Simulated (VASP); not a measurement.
**Si: relaxation of cell and atoms with PBEsol**

Si:

```xyz
4
Lattice="3.8313 0.0000 0.0000 -1.9157 3.3180 0.0000 0.0000 0.0000 6.3326" Properties=species:S:1:pos:R:3 pbc="T T T"
Si    0.0000    2.2120    0.3990
Si    1.9157    1.1060    3.5653
Si    0.0000    2.2120    2.7673
Si    1.9157    1.1060    5.9336
```

This isn't the form of Si at room conditions, which is diamond.

| Quantity | Value |
| --- | --- |
| Program | VASP 6.6.1 |
| Task | relaxation of cell and atoms |
| Functional | PBEsol |
| Potentials or basis | VASP PAW PBE potentials, release 64 (Si) |
| Cutoff | 600 eV |
| k mesh | 9 × 9 × 4 |
| Occupations | gaussian, width 0.03 eV |
| Spin | no spin polarisation |
| Further INCAR settings | ALGO = Normal; EDIFF = 1e-06; IBRION = 2; EDIFFG = -0.01; NSW = 90; ISIF = 3 |

```json
{
  "Relaxed volume": "20.05 Å³/atom",
  "Relaxed cell": "a = 3.827 Å, b = 3.827 Å, c = 6.326 Å, α = 90.00°, β = 90.00°, γ = 120.00°",
  "Space group after relaxing (to 0.05 Å)": "P6_3/mmc (No. 194)",
  "Energy gained by relaxing": "0.1 meV/atom",
  "Ionic steps": "3",
  "Pressure after relaxing": "0.0 GPa",
  "Band gap on the k mesh": "0.33 eV, indirect (least direct gap 0.96 eV)"
}
```

The path:
```tsv
step	energy change (eV)	largest force (eV/Å)	pressure (GPa)	volume (Å³)
1	0.0000	0.0082	-0.32	80.50
2	-0.0002	0.0064	0.22	80.03
3	-0.0003	0.0005	0.01	80.22
```

Final structure:
```
CELL_PARAMETERS angstrom
3.82667 0.00000 0.00000
-1.91334 3.31399 0.00000
0.00000 0.00000 6.32564
ATOMIC_POSITIONS crystal
Si 0.33333 0.66667 0.06297
Si 0.66667 0.33333 0.56297
Si 0.33333 0.66667 0.43703
Si 0.66667 0.33333 0.93703
```

Levels at points of the mesh, in eV from the valence-band top:
```csv
k point,band 4,band 5,band 6,band 7,band 8,band 9,band 10,band 11,band 12
"(0.00, 0.00, 0.00)",-1.53,-1.53,-0.36,0.00,0.00,0.96,1.95,1.95,2.29
"(0.00, 0.00, 0.50)",-4.27,-0.94,-0.94,-0.94,-0.94,1.75,1.75,2.92,2.92
```

Run time: 27 s on 1 thread of Intel(R) Xeon(R) 6975P-C (Granite Rapids), with other jobs on the host, peak memory 0.23 GiB.

Caveat: the PAW data sets were made with another functional, which shifts forces and pressure a little; an odd mesh through Γ misses points on the zone boundary, where band edges often lie.
